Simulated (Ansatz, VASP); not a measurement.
**One calculation of ZnS, two programs**

```
Zn S
1.0
     0.00000    2.74170    2.63204
     2.74170    0.00000    2.63204
     2.74170    2.74170    0.00000
Zn S
1 1
Cartesian
  0.0000 0.0000 0.0000
  4.1126 4.1126 3.9481
```

Alike in both runs: task single point; functional PBE; k mesh 10 × 10 × 10; occupations gaussian, width 0.05 eV; no spin polarisation.

|  | VASP | Ansatz |
| --- | --- | --- |
| version | VASP 6.6.1 | Ansatz 0.2.0 |
| potentials or method | VASP PAW PBE potentials, release 64 (Zn, S) | scalar-relativistic, plane waves, PAW |
| plane-wave cutoff (eV) | 520 | 420 |
| valence electrons in the cell | 18 | 18 |

```tsv
	VASP	Ansatz	Ansatz less VASP
gap on the k mesh at the Fermi level (eV)	2.01	2.00	-0.005
least direct gap on the mesh (eV)	2.01	2.00	-0.005
pressure (GPa)	1.5	1.3	-0.16
largest component of the traceless stress (GPa)	1.01	1.02	+0.008
```
